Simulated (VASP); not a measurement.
# BaS (Fm-3m) in VASP: notebook

BaS is run at these levels: PBE, PBEsol, BLYP; tasks: single point.

All numbers are computed with VASP 6.6.1; they aren't measurements. Logs are shortened: lines on timing, memory, paths and dates and some standing lists are left out, and cuts for length are marked.

**Experimental background.**

A printed reference work, monograph, original work of 1988 reports, for a bulk crystal of BaS at 2 K: band gap 3.806 eV (indirect).

The runs below are set against these values where they give the same quantity.

### 1 The cell of the first run

The structure is cubic, space group Fm-3m (No. 225). The conventional cell has a = 6.388 Å, b = 6.388 Å, c = 6.388 Å, α = 90.00°, β = 90.00°, γ = 90.00°. Ba (site symmetry m-3m) has 6 S at 3.19 Å within 4.2 Å. S (site symmetry m-3m) has 6 Ba at 3.19 Å within 4.2 Å.

### 2 Single point, PBE

Input file INCAR:

```
ALGO = Normal
EDIFF = 1E-6
ENCUT = 520
GGA = PE
ISIF = 2
ISMEAR = -1
LASPH = True
LCHARG = False
LREAL = False
LWAVE = False
NBANDS = 15
NELM = 80
PREC = Accurate
SIGMA = 0.05
```

Input file KPOINTS:

```
k-points
0
Gamma
  10 10 10
```

Input file POSCAR:

```
BaS
1.0
    0.0000000000      3.1937500000      3.1937500000
    3.1937500000      0.0000000000      3.1937500000
    3.1937500000      3.1937500000      0.0000000000
Ba S
1 1
Direct
    0.0000000000      0.0000000000      0.0000000000
    0.5000000000      0.5000000000      0.5000000000
```

Potentials or basis: VASP PAW PBE potentials, release 64 (Ba_sv, S).

Run with:

```sh
> cat potpaw_PBE.64/Ba_sv/POTCAR potpaw_PBE.64/S/POTCAR > POTCAR
> mpirun -np 1 vasp_std > vasp.out
```

OUTCAR:

```text
EDIFF = 1E-6
   ENCUT = 520
   GGA = PE
   ISIF = 2
   ISMEAR = -1
   LASPH = True
   LREAL = False
   NELM = 80
   PREC = Accurate

 ion  position               nearest neighbor table
   1  0.000  0.000  0.000-   2 3.19   2 3.19   2 3.19   2 3.19   2 3.19   2 3.19
   2  0.500  0.500  0.500-   1 3.19   1 3.19   1 3.19   1 3.19   1 3.19   1 3.19

  LATTYP: Found a face centered cubic cell.
 ALAT       =     6.3875000000

  Lattice vectors:

 A1 = (   0.0000000000,   3.1937500000,   3.1937500000)
 A2 = (   3.1937500000,   0.0000000000,   3.1937500000)
 A3 = (   3.1937500000,   3.1937500000,   0.0000000000)

Analysis of symmetry for initial positions (statically):
=====================================================================
 Subroutine PRICEL returns:
 Original cell was already a primitive cell.

 Routine SETGRP: Setting up the symmetry group for a
 face centered cubic supercell.

 Subroutine GETGRP returns: Found 48 space group operations
 (whereof 48 operations were pure point group operations)
 out of a pool of 48 trial point group operations.

The static configuration has the point symmetry O_h .

Analysis of symmetry for dynamics (positions and initial velocities):
=====================================================================
 Subroutine PRICEL returns:
 Original cell was already a primitive cell.

 Routine SETGRP: Setting up the symmetry group for a
 face centered cubic supercell.

 Subroutine GETGRP returns: Found 48 space group operations
 (whereof 48 operations were pure point group operations)
 out of a pool of 48 trial point group operations.

The dynamic configuration has the point symmetry O_h .

 Subroutine INISYM returns: Found 48 space group operations
 (whereof 48 operations are pure point group operations),
 and found     1 'primitive' translations

----------------------------------------------------------------------------------------

                                     Primitive cell

  volume of cell :      65.1527

  direct lattice vectors                    reciprocal lattice vectors
     0.000000000  3.193750000  3.193750000    -0.156555773  0.156555773  0.156555773
     3.193750000  0.000000000  3.193750000     0.156555773 -0.156555773  0.156555773
     3.193750000  3.193750000  0.000000000     0.156555773  0.156555773 -0.156555773

  length of vectors
     4.516644565  4.516644565  4.516644565     0.271162553  0.271162553  0.271162553

  position of ions in fractional coordinates (direct lattice)
     0.000000000  0.000000000  0.000000000
     0.500000000  0.500000000  0.500000000

  ion indices of the primitive-cell ions
   primitive index   ion index
                 1           1
                 2           2

----------------------------------------------------------------------------------------

 KPOINTS: k-points

Automatic generation of k-mesh.
 Grid dimensions read from file:
 generate k-points for:   10   10   10

 Generating k-lattice:

  Cartesian coordinates                     Fractional coordinates (reciprocal lattice)
    -0.015655577  0.015655577  0.015655577     0.100000000  0.000000000  0.000000000
     0.015655577 -0.015655577  0.015655577     0.000000000  0.100000000  0.000000000
     0.015655577  0.015655577 -0.015655577     0.000000000  0.000000000  0.100000000

  Length of vectors
     0.027116255  0.027116255  0.027116255

  Shift w.r.t. Gamma in fractional coordinates (k-lattice)
     0.000000000  0.000000000  0.000000000

 Subroutine IBZKPT returns following result:
 ===========================================

 Found     47 irreducible k-points:

 Following reciprocal coordinates:
            Coordinates               Weight
  0.000000  0.000000  0.000000      1.000000
  0.100000  0.000000  0.000000      8.000000
  0.200000  0.000000  0.000000      8.000000
  0.300000  0.000000  0.000000      8.000000
  0.400000  0.000000  0.000000      8.000000
  0.500000  0.000000  0.000000      4.000000
[... 16 lines left out ...]
  0.300000  0.300000  0.000000      6.000000
  0.400000  0.300000  0.000000     24.000000
 [... further k-points ...]
   k-points           NKPTS =     47   k-points in BZ     NKDIM =     47   number of bands    NBANDS=     15
   number of dos      NEDOS =    301   number of ions     NIONS =      2
   total plane-waves  NPLWV =  46656
   dimension x,y,z NGX =    36 NGY =   36 NGZ =   36
   dimension x,y,z NGXF=    72 NGYF=   72 NGZF=   72
   ions per type =               1   1
   NGX,Y,Z   is equivalent  to a cutoff of  13.25, 13.25, 13.25 a.u.
   NGXF,Y,Z  is equivalent  to a cutoff of  26.50, 26.50, 26.50 a.u.
 SYSTEM =  unknown system
   PREC   = accura    normal or accurate (medium, high low for compatibility)
   ISTART =      0    job   : 0-new  1-cont  2-samecut
   ICHARG =      2    charge: 1-file 2-atom 10-const
   ISPIN  =      1    spin polarized calculation?
   LNONCOLLINEAR =      F non collinear calculations
   LSORBIT =      F    spin-orbit coupling
   LASPH  =      T    aspherical Exc in radial PAW
   ENCUT  =  520.0 eV  38.22 Ry    6.18 a.u.   8.40  8.40  8.40*2*pi/ulx,y,z
   NELM   =     80;   NELMIN=  2; NELMDL= -5     # of ELM steps
   EDIFF  = 0.1E-05   stopping-criterion for ELM
   LREAL  =      F    real-space projection
[... 7 lines left out ...]
   TEBEG  =    0.0;   TEEND  =   0.0 temperature during run
   PSTRESS=    0.0 pullay stress
   NELECT =      16.0000    total number of electrons
   NUPDOWN=      -1.0000    fix difference up-down
   EMIN   =  10.00;   EMAX   =-10.00  energy-range for DOS
   EFERMI =   0.00;   METHOD = LEGACY
   ISMEAR =    -1;   SIGMA  =   0.05  broadening in eV -4-tet -1-fermi 0-gaus
   EFERMI_NEDOS =   21; number of points for ismear=-14 and -15
   IALGO  =     38    algorithm
   IMIX   =      4    mixing-type and parameters
     AMIX     =   0.40;   BMIX     =  1.00
     AMIX_MAG =   1.60;   BMIX_MAG =  1.00
  volume/ion in A,a.u.               =      32.58       219.84
  Fermi-wavevector in a.u.,A,eV,Ry     =   1.025189  1.937326 14.299891  1.051012
  Thomas-Fermi vector in A             =   2.159016
   LORBIT       =      0    0 simple, 1 ext, 2 COOP (PROOUT), +10 PAW based schemes
   GGA     = PE    functional components
[... 5 lines left out ...]
 non-spin polarized calculation
  energy-cutoff  :      520.00
  volume of cell :       65.15
 maximum number of plane-waves:      1807
 NGX is ok and might be reduce to    36
   NGX = 17   NGY = 17   NGZ = 17

 number of electron      16.0000001 magnetization

 Free energy of the ion-electron system (eV)
  ---------------------------------------------------
  ext. energy  EPLUGINS =         0.00000000
  ---------------------------------------------------
  free energy    TOTEN  =       -10.18476662 eV

  energy without entropy =      -10.18476662  energy(sigma->0) =      -10.18476662

 E-fermi :   2.5311     XC(G=0):  -8.6259

 val. band max:        1.4537052520   @ k =   0.0000   0.0000   0.0000
 cond. band min:       3.5609088720   @ k =   0.5000   0.5000   0.0000
 fundamental gap:      2.1072036200
 Fermi energy:         2.5311178954

 k-point     1 :       0.0000    0.0000    0.0000
  band No.  band energies     occupation
      1     -24.6206      2.00000
      2      -9.6763      2.00000
      3      -9.6763      2.00000
      4      -9.6763      2.00000
      5      -8.9067      2.00000
      6       1.4537      2.00000
      7       1.4537      2.00000
      8       1.4537      2.00000
      9       5.0534      0.00000
     10       5.3225      0.00000
     11       5.3225      0.00000
     12       5.3225      0.00000
     13       6.2482      0.00000
     14       6.2482      0.00000
     15      10.1887      0.00000

 k-point     2 :       0.1000    0.0000    0.0000
  band No.  band energies     occupation
      1     -24.6164      2.00000
      2      -9.8920      2.00000
      3      -9.6800      2.00000
      4      -9.6800      2.00000
      5      -8.6822      2.00000
      6       1.1766      2.00000
      7       1.3133      2.00000
      8       1.3133      2.00000
      9       5.2957      0.00000
     10       5.4732      0.00000
     11       5.4732      0.00000
     12       5.4780      0.00000
     13       6.5447      0.00000
     14       6.5447      0.00000
     15      10.5962      0.00000

 k-point     3 :       0.2000    0.0000    0.0000
  band No.  band energies     occupation
      1     -24.6053      2.00000
      2     -10.2450      2.00000
      3      -9.6897      2.00000
      4      -9.6897      2.00000
      5      -8.3054      2.00000
      6       0.6004      2.00000
      7       0.9967      2.00000
      8       0.9967      2.00000
      9       5.4226      0.00000
     10       5.9028      0.00000
     11       5.9028      0.00000
     12       6.3497      0.00000
     13       7.3298      0.00000
     14       7.3298      0.00000
     15      11.6203      0.00000

 k-point     4 :       0.3000    0.0000    0.0000
  band No.  band energies     occupation
      1     -24.5914      2.00000
      2     -10.5479      2.00000
      3      -9.7016      2.00000
      4      -9.7016      2.00000
      5      -7.9709      2.00000
      6       0.0408      2.00000
      7       0.6728      2.00000
      8       0.6728      2.00000
      9       5.7534      0.00000
     10       6.5627      0.00000
     11       6.5627      0.00000
     12       7.2709      0.00000
     13       8.3977      0.00000
     14       8.3977      0.00000
     15      11.9815      0.00000
[... 307 lines left out ...]
 k-point    22 :      -0.2000    0.2000    0.0000
  band No.  band energies     occupation
      1     -24.5868      2.00000
      2     -10.4972      2.00000
      3      -9.8232      2.00000
      4      -9.6913      2.00000
      5      -8.0038      2.00000
      6      -0.0146      2.00000
      7       0.5244      2.00000
      8       1.0927      2.00000
      9       5.5977      0.00000
     10       6.2817      0.00000
     11       6.5449      0.00000
     12       7.5067      0.00000
     13       8.3230      0.00000
     14       9.3650      0.00000
     15      11.4964      0.00000

 k-point    23 :       0.3000    0.3000    0.0000
  band No.  band energies     occupation
      1     -24.5824      2.00000
      2     -10.3003      2.00000
      3      -9.8021      2.00000
      4      -9.8021      2.00000
      5      -8.3628      2.00000
      6       0.2147      2.00000
      7       1.2796      2.00000
      8       1.2796      2.00000
      9       4.0136      0.00000
     10       6.4765      0.00000
     11       6.9259      0.00000
     12       7.8002      0.00000
     13       7.8002      0.00000
     14      10.1845      0.00000
     15      11.8825      0.00000

 k-point    24 :       0.4000    0.3000    0.0000
  band No.  band energies     occupation
      1     -24.5738      2.00000
      2     -10.3310      2.00000
      3      -9.8448      2.00000
      4      -9.8205      2.00000
      5      -8.4020      2.00000
      6       0.3739      2.00000
      7       1.1187      2.00000
      8       1.1834      2.00000
      9       4.0306      0.00000
     10       7.0203      0.00000
     11       7.3440      0.00000
     12       8.2571      0.00000
     13       8.3244      0.00000
     14      10.2294      0.00000
     15      10.6159      0.00000

 [... further k-points ...]
[... 5 lines left out ...]
  --------------------------------------------------------------------------------------
  -------------------------------------------------------------------------------------
  Total        0.5800699      0.5800699      0.5800699      0.0000000      0.0000000     -0.0000000
  in kB       14.2645535     14.2645535     14.2645535      0.0000000      0.0000000     -0.0000000
  external PRESSURE =      14.2645535 kB  Pullay stress =       0.0000000 kB

 VOLUME and BASIS-vectors are now :
 -----------------------------------------------------------------------------
  energy-cutoff  :      520.00
  volume of cell :       65.15
      direct lattice vectors                 reciprocal lattice vectors
     0.000000000  3.193750000  3.193750000    -0.156555773  0.156555773  0.156555773
     3.193750000  0.000000000  3.193750000     0.156555773 -0.156555773  0.156555773
     3.193750000  3.193750000  0.000000000     0.156555773  0.156555773 -0.156555773

 POSITION                                       TOTAL-FORCE (eV/Angst)
 -----------------------------------------------------------------------------------
      0.00000      0.00000      0.00000         0.000000     -0.000000     -0.000000
      3.19375      3.19375      3.19375        -0.000000      0.000000      0.000000
 -----------------------------------------------------------------------------------
    total drift:                                0.000000      0.000000      0.000000

  FREE ENERGIE OF THE ION-ELECTRON SYSTEM (eV)
  ---------------------------------------------------
  free  energy   TOTEN  =       -10.1847666249 eV

  energy  without entropy=      -10.1847666249  energy(sigma->0) =      -10.18476662
```

Run time: 95 s. Hardware: 1 thread of AMD EPYC 7R13 (Zen 3), shared host; peak memory 0.19 GiB.

What came out:

- Free energy: -10.1848 eV
- Pressure: 1.4 GPa
- Band gap on the k mesh: 2.11 eV, indirect (least direct gap 2.24 eV)

Caveat: spin-orbit coupling is left out, which moves the levels of the heavy elements.

### 3 Single point, PBEsol

Input file INCAR:

```
SYSTEM = BaS
ALGO = Normal ; EDIFF = 1E-7
ENCUT = 520 ; GGA = PS
ISIF = 2 ; ISMEAR = -1
LASPH = .True. ; LCHARG = .False.
LREAL = .False. ; LWAVE = .False.
NBANDS = 15 ; NELM = 80
PREC = Accurate ; SIGMA = 0.05
```

Input file KPOINTS:

```
k-points
0
Gamma
  6 6 6
  0 0 0
```

POSCAR is that of step 2.

Potentials or basis: VASP PAW PBE potentials, release 64 (Ba_sv, S).

Run with:

```sh
> cat potpaw_PBE.64/Ba_sv/POTCAR potpaw_PBE.64/S/POTCAR > POTCAR
> mpirun -np 1 vasp_std > vasp.out
```

OUTCAR:

```text
SYSTEM = BaS
   EDIFF = 1E-7
   ENCUT = 520
   GGA = PS
   ISIF = 2
   ISMEAR = -1
   LASPH = .True.
   LREAL = .False.
   NELM = 80
   PREC = Accurate

 ion  position               nearest neighbor table
   1  0.000  0.000  0.000-   2 3.19   2 3.19   2 3.19   2 3.19   2 3.19   2 3.19
   2  0.500  0.500  0.500-   1 3.19   1 3.19   1 3.19   1 3.19   1 3.19   1 3.19

  LATTYP: Found a face centered cubic cell.
 ALAT       =     6.3875000000

  Lattice vectors:

[... 465 lines left out ...]

  FORCE on cell =-STRESS in cart. coord.  units (eV):
  Direction    XX          YY          ZZ          XY          YZ          ZX
  --------------------------------------------------------------------------------------
  -------------------------------------------------------------------------------------
  Total       -0.2148035     -0.2148035     -0.2148035     -0.0000000     -0.0000000     -0.0000000
  in kB       -5.2822522     -5.2822522     -5.2822522     -0.0000000     -0.0000000     -0.0000000
  external PRESSURE =      -5.2822522 kB  Pullay stress =       0.0000000 kB

 VOLUME and BASIS-vectors are now :
 -----------------------------------------------------------------------------
  energy-cutoff  :      520.00
  volume of cell :       65.15
      direct lattice vectors                 reciprocal lattice vectors
     0.000000000  3.193750000  3.193750000    -0.156555773  0.156555773  0.156555773
     3.193750000  0.000000000  3.193750000     0.156555773 -0.156555773  0.156555773
     3.193750000  3.193750000  0.000000000     0.156555773  0.156555773 -0.156555773

 POSITION                                       TOTAL-FORCE (eV/Angst)
 -----------------------------------------------------------------------------------
      0.00000      0.00000      0.00000        -0.000000      0.000000      0.000000
      3.19375      3.19375      3.19375         0.000000     -0.000000     -0.000000
 -----------------------------------------------------------------------------------
    total drift:                                0.000000      0.000000      0.000000

  FREE ENERGIE OF THE ION-ELECTRON SYSTEM (eV)
  ---------------------------------------------------
  free  energy   TOTEN  =       -10.7178812997 eV

  energy  without entropy=      -10.7178812995  energy(sigma->0) =      -10.71788130
```

stdout:

```text
POSCAR found type information on POSCAR BaS
 POSCAR found :  2 types and       2 ions
 scaLAPACK will be used
 -----------------------------------------------------------------------------
|                                                                             |
|                                                                             |
|     You enforced a specific xc type in the INCAR file but a different       |
|     I HOPE YOU KNOW WHAT YOU ARE DOING!                                     |
|                                                                             |
 -----------------------------------------------------------------------------

 LDA part: xc-table for (Slater+PW92), standard interpolation
 POSCAR, INCAR and KPOINTS ok, starting setup
 FFT: planning ... GRIDC
 FFT: planning ... GRID_SOFT
 FFT: planning ... GRID
 WAVECAR not read
 entering main loop
```

Run time: 27 s. Hardware: 1 thread of Intel Xeon 6975P-C, shared host; peak memory 0.21 GiB.

Results:

- Free energy: -10.7179 eV
- Pressure: -0.5 GPa
- Band gap on the k mesh: 1.98 eV, indirect (least direct gap 2.12 eV)

Caveat: the PAW data sets were made with another functional, which shifts forces and pressure a little; spin-orbit coupling is left out, which moves the levels of the heavy elements.

[end of part 1 of 2]
